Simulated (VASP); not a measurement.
Write the native input for VASP 6.6.1 that does the following.

```
Task                   : relaxation of cell and atoms
Functional             : PBE
Potentials or basis    : VASP PAW PBE potentials, release 64 (Ga_d, Sb)
Cutoff                 : 520 eV
k mesh                 : 10 × 10 × 10
Occupations            : gaussian, width 0.02 eV
Spin                   : no spin polarisation
Further INCAR settings : ALGO = Normal; EDIFF = 1e-07; IBRION = 2; EDIFFG = -0.15; NSW = 80; ISIF = 3
```

The structure of GaSb lies in POSCAR:

```
GaSb
1.0
    0.0000000000      3.0590000000      3.0590000000
    3.0590000000      0.0000000000      3.0590000000
    3.0590000000      3.0590000000      0.0000000000
Ga Sb
1 1
Direct
    0.0000000000      0.0000000000      0.0000000000
    0.2500000000      0.2500000000      0.2500000000
```

One way to write it, as run:

INCAR

```
SYSTEM = GaSb
  PREC = Accurate
  ENCUT = 520
  EDIFF = 1E-7
  ISMEAR = 0
  SIGMA = 0.02
  LREAL = .FALSE.
  LASPH = .TRUE.
  NELM = 100
  ALGO = Normal
  ISIF = 3
  LWAVE = .FALSE.
  LCHARG = .FALSE.
  GGA = PE
  IBRION = 2
  NSW = 80
  EDIFFG = -0.15
```

KPOINTS

```
regular mesh
0
G
  10 10 10
  0 0 0
```

Potentials or basis: VASP PAW PBE potentials, release 64 (Ga_d, Sb).

The run is started by

```bash
$ cat potpaw_PBE.64/Ga_d/POTCAR potpaw_PBE.64/Sb/POTCAR > POTCAR
$ mpirun -np 1 vasp_std > vasp.out
```

It gave:

* Relaxed volume: 30.43 Å³/atom
* Relaxed cell: a = 4.415 Å, b = 4.415 Å, c = 4.415 Å, α = 60.00°, β = 60.00°, γ = 60.00°
* Space group after relaxing (to 0.05 Å): F-43m (No. 216)
* Energy gained by relaxing: 9.4 meV/atom
* Ionic steps: 2
* Pressure after relaxing: -0.6 GPa
* Band gap on the k mesh: none (metal or under the smearing width)

Caveat: this crystal is a semiconductor, whose small gap the functional closes, so the metal is an error of the method.

Wall time 48 s on 1 thread of Intel(R) Xeon(R) Platinum 8488C (Sapphire Rapids) (shared host), peak memory 0.2 GiB.
